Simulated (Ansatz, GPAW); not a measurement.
Given: the input of a run of GPAW 26.7.0 (ASE script) on Fe. 

File run.py:

```python
from ase import Atoms
from ase.dft.bandgap import bandgap
from ase.io import write
from ase.units import GPa
from gpaw import GPAW, PW

atoms = Atoms(['Fe'],
              cell=[[-1.443, 1.443, 1.443],
                    [1.443, -1.443, 1.443],
                    [1.443, 1.443, -1.443]],
              scaled_positions=[[0.0, 0.0, 0.0]],
              pbc=True)
atoms.set_initial_magnetic_moments([3.0])

calc = GPAW(mode=PW(600),
            xc='PBE',
            kpts={'size': (13, 13, 13), 'gamma': True},
            occupations={'name': 'methfessel-paxton', 'order': 0, 'width': 0.023},
            nbands=12,
            convergence={'density': 1e-05, 'energy': 1e-05},
            maxiter=150,
            txt='gpaw.txt')
atoms.calc = calc
energy = atoms.get_potential_energy()
forces = atoms.get_forces()
stress = atoms.get_stress()
calc.write('gs.gpw')
write('result.traj', atoms)
print(f'Energy: {energy:.6f} eV')
print('Forces (eV/A):')
print(forces.round(4))
print('Stress (GPa):', (stress / GPa).round(3))
print('Moments:', calc.get_magnetic_moments().round(3))
print('Fermi level:', round(calc.get_fermi_level(), 4), 'eV')
print(f'Gap: {bandgap(calc)[0]:.4f} eV, direct: {bandgap(calc, direct=True)[0]:.4f} eV')
```

Potentials or basis: GPAW PAW data sets (gpaw-data 1.2.1), pw.

Launch:

```sh
$ OMP_NUM_THREADS=1 python run.py
```

**Question.** Set up the same calculation for Ansatz 0.2.0. Potentials or basis there: all-electron LAPW, scalar-relativistic.

**Answer.** As run (cutoffs and basis follow the program's own potentials, and thresholds, step limits or extra output files can differ):

Contents of input.yaml:

```yaml
crystal:
  lattice:
    - [-1.443, 1.443, 1.443]
    - [1.443, -1.443, 1.443]
    - [1.443, 1.443, -1.443]
  atoms:
    - { symbol: Fe, position: [0.0, 0.0, 0.0], spin: 3.0 }
kpoints:
  mp_grid: { grid: [13, 13, 13] }
scf:
  occupations: { method: gaussian, width: 0.023 }
hamiltonian:
  xc: pbe
  pseudopotentials: { kind: all_electron, lapw: { basis_error: 0.001 } }
magnetization:
  spin_polarized: true
output:
  forces: true
  stress: true
  eigenvalues: true
```

Potentials or basis: all-electron LAPW, scalar-relativistic.

Run with:

```bash
$ ansatz run input.yaml --threads 2 --pin off --max-ram 6144MiB --backend cpu --events-out ev --progress --plain --runs-dir out
```

Both were run:

|  | GPAW | Ansatz |
| --- | --- | --- |
| Pressure | -7.9 GPa | -9.8 GPa |
| Net moment | 2.25 μB per cell | 2.24 μB per cell |

Where Ansatz's input types no cutoff or centring, it takes its own default and a Γ-centred mesh.

The magnetic state is the one that the start led to; the real crystal's order can differ.

Pressure is positive in compression.
